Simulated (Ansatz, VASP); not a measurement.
## One calculation of Ta, two programs

The input INCAR:

```
SYSTEM = Ta
AGGAC = 1.0 ; AGGAX = 1.0
ALDAC = 0.0 ; ALDAX = 1.0
ALGO = Normal ; EDIFF = 1E-6
ENCUT = 520 ; GGA = B5
ISIF = 2 ; ISMEAR = -1
LASPH = .True. ; LCHARG = .False.
LREAL = .False. ; LWAVE = .False.
NBANDS = 24 ; NELM = 60
PREC = Accurate ; SIGMA = 0.1
```

Contents of KPOINTS:

```
k-points
0
Gamma
  8 8 13
  0 0 0
```

File POSCAR:

```
Ta
1.0
    4.9215360451      0.0000000000      0.0000000000
   -2.4607680225      4.2621752407      0.0000000000
    0.0000000000      0.0000000000      2.7541138286
Ta
3
Direct
    1.0000000000      1.0000000000      0.0000000000
    0.3333333333      0.6666666667      0.5000000000
    0.6666666667      0.3333333333      0.5000000000
```

Input for Ansatz:

```yaml
crystal:
  lattice:
    - [4.9215360451, 0.0, 0.0]
    - [-2.4607680225, 4.2621752407, 0.0]
    - [0.0, 0.0, 2.7541138286]
  atoms:
    - { symbol: Ta, position: [1.0, 1.0, 0.0] }
    - { symbol: Ta, position: [0.3333333333, 0.6666666667, 0.5] }
    - { symbol: Ta, position: [0.6666666667, 0.3333333333, 0.5] }
hamiltonian:
  xc: blyp
  pseudopotentials:
    kind: paw
    azcp:
      Ta: "pseudopotentials/Ta.paw.azcp"
basis:
  ecutwfc: 420
  fft_grid_basis: typed
kpoints:
  mp_grid: { grid: [8, 8, 13], shift: [0, 0, 0] }
magnetization:
  spin_polarized: false
scf:
  occupations: { method: fermi_dirac, width: 0.1 }
  lower_state_search: "off"
output:
  stress: true
  write_density: true
  write_potential: true
  elf: true
  volumetric_format: npy
```

Alike in both runs: task single point; functional BLYP; k mesh 8 × 8 × 13; occupations fermi-dirac, width 0.1 eV; no spin polarisation.

```csv
,VASP,Ansatz
version,VASP 6.6.1,Ansatz 0.2.0
potentials or method,"VASP PAW PBE potentials, release 64 (Ta_pv)","plane waves (420 eV) with PAW, scalar-relativistic"
plane-wave cutoff (eV),520,420
valence electrons in the cell,33,39
```

```tsv
	VASP	Ansatz	Ansatz less VASP
pressure (GPa)	0.8	-0.1	-0.82
largest component of the traceless stress (GPa)	0.27	0.32	+0.048
```

The functional is the same, so the differences come from potentials, cutoffs and numerics. The two sets of potentials don't hold the same shells in valence.

Caveats: the PAW data sets were made with another functional, which shifts forces and pressure a little (VASP). The runs have no spin-orbit coupling, so splittings on Ta are missing.
